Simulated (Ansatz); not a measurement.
**How CaF2 stores the work of compression**

Computed with DFT PBE, scalar-relativistic, plane waves, PAW in Ansatz. Run with 420 eV cutoff, 8×8×8 k-mesh, Gaussian smearing of 0.02 eV, no spin polarisation.

The relaxed crystal:

```
CELL_PARAMETERS angstrom
0.00000 2.75588 2.75588
2.75588 0.00000 2.75588
2.75588 2.75588 0.00000
ATOMIC_POSITIONS crystal
Ca 0.00000 0.00000 0.00000
F 0.75000 0.75000 0.75000
F 0.25000 0.25000 0.25000
```

Cell and atoms were relaxed at each target pressure within the start's symmetry (Fm-3m), at zero temperature; other phases can be more stable under pressure. H = E + PV with P the target; E is the free energy at the smearing used, whose derivative the pressure is, per atom and counted from zero pressure.

| P (GPa) | V (Å³/atom) | E − E0 (meV) | H − H0 (meV) |
| --- | --- | --- | --- |
| 0 | 13.954 | 0.0 | 0.0 |
| 3 | 13.459 | 4.4 | 256.4 |
| 8 | 12.802 | 26.6 | 665.8 |
| 15 | 12.107 | 76.1 | 1209.5 |
| 30 | 11.076 | 217.5 | 2291.3 |
| 60 | 9.810 | 561.6 | 4235.5 |

Thermodynamics gives dH/dP = V along a relaxed path. Integrate V over P by the trapezoid rule and compare with the computed enthalpies.

With 1 eV/Å³ = 160.22 GPa, each step adds the mean volume times ΔP / 160.22:
| P (GPa) | ∫V dP (meV) | H − H0 (meV) | difference (meV) |
| --- | --- | --- | --- |
| 3 | 256.6 | 256.4 | 0.3 |
| 8 | 666.4 | 665.8 | 0.6 |
| 15 | 1210.6 | 1209.5 | 1.0 |
| 30 | 2295.8 | 2291.3 | 4.4 |
| 60 | 4251.2 | 4235.5 | 15.7 |

V(P) curves upward, so the trapezoid rule runs high; integrating a smooth curve through the same points (P as a polynomial of degree 4 in ln V) puts that excess at about 15.3 meV at 60 GPa, against the 15.7 meV found.

At 60 GPa, how much of the enthalpy change is stored energy and how much is the PV term?

E rises by 562 meV/atom and PV is 60 × 9.810 / 160.22 = 3674 meV/atom, so PV makes 87 % of ΔH. So between rival structures at high pressure a small difference in volume can outweigh the difference in energy: 1 % of this volume is worth 36.7 meV/atom at this pressure.

What bulk modulus do the lowest pressures give?

From the pressures that the runs reached, -2.99 GPa (14.552 Å³) and 3.00 GPa (13.459 Å³), B = −ΔP/Δln V = 5.99 / 0.0780 = 77 GPa, a mean over that range.

The gap is 6.899 eV at -2.99 GPa and 7.354 eV at 3.00 GPa. What pressure coefficient and volume deformation potential follow?

dE_g/dP = 76.1 meV/GPa, and a_V = dE_g/d ln V = −B dE_g/dP = -5.83 eV. A gap that opens under pressure, with a_V of several eV below zero, is what an s-like antibonding conduction edge gives, since compression pushes it up. If the edges move to other points of the zone within the range, this is a mean of two slopes. Gaps are Kohn–Sham gaps over the whole zone.